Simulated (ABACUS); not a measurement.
Runs of ABACUS 3.10.1 on ZnS. It takes space group F-43m (No. 216, cubic). The conventional cell has a = 5.404 Å, b = 5.404 Å, c = 5.404 Å, α = 90.00°, β = 90.00°, γ = 90.00°. Around Zn (site symmetry -43m) lie 4 S at 2.34 Å. Around S (site symmetry -43m) lie 4 Zn at 2.34 Å. 

```csv
task,level,potentials or basis,k mesh,cutoff (eV),SCF threshold on the density,eigensolver,share of exact exchange,threshold of the auxiliary basis,range of the exchange potential (exx_ccp_rmesh_times),mesh quality,gap on the mesh (eV)
single point,PBE,"SG15 ONCV 1.2 PBE, DZP LCAO (the cutoffs set its grid)",4 × 4 × 4,1361,1e-07,genelpa,-,-,-,coarse,(a)
single point,PBE0-type (share 0.25),"SG15 ONCV 1.2 PBE, DZP LCAO (the cutoffs set its grid)",4 × 4 × 4,1361,1e-07,genelpa,0.25,0.001,2.5,coarse,4.17
single point,PBE0-type (share 0.4),"SG15 ONCV 1.2 PBE, DZP LCAO (the cutoffs set its grid)",4 × 4 × 4,1361,1e-07,genelpa,0.4,0.001,2.5,coarse,5.37
single point,PBE0-type (share 0.1),"SG15 ONCV 1.2 PBE, DZP LCAO (the cutoffs set its grid)",4 × 4 × 4,1361,1e-07,genelpa,0.1,0.001,2.5,coarse,2.99
```

Alike in all rows: no spin polarisation; cell as given; smearing fermi-dirac 0.05 eV.

**Question.** Fill in the values left out.

**Answer.** (a) 2.23.

Caveats: all runs use coarse meshes; the atomic orbitals were generated for these runs and aren't a published set; the basis of atomic orbitals isn't converged, which shifts pressures, moduli and gaps; gaps of hybrids in this basis differ from plane-wave ones by up to 0.1 eV (some runs).

